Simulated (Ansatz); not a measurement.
The system is Ge.

```xyz
2
Lattice="0.0000 2.8289 2.8289 2.8289 0.0000 2.8289 2.8289 2.8289 0.0000" Properties=species:S:1:pos:R:3 pbc="T T T"
Ge    4.2434    4.2434    4.2434
Ge    2.8289    2.8289    2.8289
```

```yaml
Program: Ansatz 0.2.0
Task: relaxation of cell and atoms
Functional: PBE
Potentials_or_basis: all-electron LAPW, scalar-relativistic
Basis_error_allowed: 0.002 eV/atom
k_mesh: 8 × 8 × 8
Occupations: fermi-dirac, width 0.025 eV
Spin: collinear spin, antiferromagnetic start
Starting_moments: "[0.5, -0.5] μB"
```

At the start: volume 22.64 Å³/atom.

**Question.** How do energy, volume and symmetry change on relaxing?

**Answer.** Over 5 steps the energy falls by 13.7 meV/atom and the volume is 23.91 Å³/atom (+5.6 %); space group Fd-3m (No. 227, to 0.05 Å); moment 0.00 μB per cell.

Step by step:
| step | energy change (eV) | largest force (eV/Å) | volume (Å³) |
| --- | --- | --- | --- |
| 1 | 0.0000 | 0.0000 | 45.28 |
| 2 | -0.0262 | 0.0000 | 47.24 |
| 3 | -0.0274 | 0.0000 | 47.76 |
| 4 | -0.0274 | 0.0000 | 47.82 |
| 5 | -0.0274 | 0.0000 | 47.82 |

Final structure:
```
CELL_PARAMETERS angstrom
0.00000 2.88082 2.88082
2.88082 0.00000 2.88082
2.88082 2.88082 0.00000
ATOMIC_POSITIONS crystal
Ge 0.75000 0.75000 0.75000
Ge 0.50000 0.50000 0.50000
```

The cell as given is a measured one (22.64 Å³/atom); PBE puts the equilibrium volume +5.6 % from it, thermal expansion not counted.

Caveat: the starting moments weren't kept.
